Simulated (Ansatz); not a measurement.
Te2Mo (layers cut from the bulk crystal), computed twice by G0W0.

The cell holds 9 atoms: 6 Te and 3 Mo. Its edges and angles: a = 3.438 Å, b = 3.438 Å, c = 57.100 Å, α = 90.0°, β = 90.0°, γ = 120.0°. It derives from Te2Mo. Regions: layer 1, 3 atoms (2 Te and 1 Mo); layer 2, 3 atoms (2 Te and 1 Mo); layer 3, 3 atoms (2 Te and 1 Mo). Vacuum lies along c.

```xyz
9
Lattice="3.4376 0.0000 0.0000 -1.7188 2.9770 0.0000 0.0000 0.0000 57.1000" Properties=species:S:1:pos:R:3
Te    0.0000    1.9847   20.0685
Mo    1.7188    0.9923   21.8831
Te    0.0000    1.9847   23.7017
Te    1.7188    0.9923   26.7357
Mo    0.0000    1.9847   28.5500
Te    1.7188    0.9923   30.3643
Te    0.0000    1.9847   33.3983
Mo    1.7188    0.9923   35.2169
Te    0.0000    1.9847   37.0315
```

The structure was relaxed with PBEsol-D3(BJ). The runs that relaxed it are not among those shown. Spin-orbit coupling is left out unless a run names it.

The first (Ansatz 0.2.0; start PBEsol, 6×6×1 mesh, 777 empty bands, screening to 70 eV, PAW set soft_1 files; 1 × NVIDIA H100 80GB HBM3 (shared by 6 runs) with 2 threads of AMD EPYC 7R13 (Zen 3), shared host) gave, on its mesh: starting gap 0.67 eV, G0W0 gap 0.90 eV, mean of 1 + 4πα/V (set by the cell height) 5.74, 47 s.

Q: The second changes empty bands from 777 to 310 and screening cutoff (eV) from 70.0 to 38. What does it give?

It gave: starting gap 0.67 eV, G0W0 gap 0.83 eV, mean of 1 + 4πα/V (set by the cell height) 5.80, 32 s. The G0W0 gap moves by −0.07 eV, +0.00 eV from the start and −0.07 eV from the correction. Σc changes by +0.38 eV at the valence top and +0.32 eV at the conduction bottom, and Σx − Vxc between them by +0.0001 eV.

Limits: not at the basis limit; coarse mesh for a sheet; no spin-orbit coupling.

[Paths, hosts, dates, memory and timing lines, banners, echoed tables and standing remarks are left out of the program output.]

[Logs are printed without paths, hosts, clocks, repeated set-up lines and the standing remarks that a program may print on its own settings, such as how far it seeks lower states.]

[Runs of the session that timed out or met a known fault of the program may be left out.]

[Cells called generated may have been cut or substituted from an entry of the Crystallography Open Database or the Materials Project.]

[Hosts, paths, dates, database ids (printed as entryN), source tags and the programs' standing remarks are cut or masked in the printed files.]
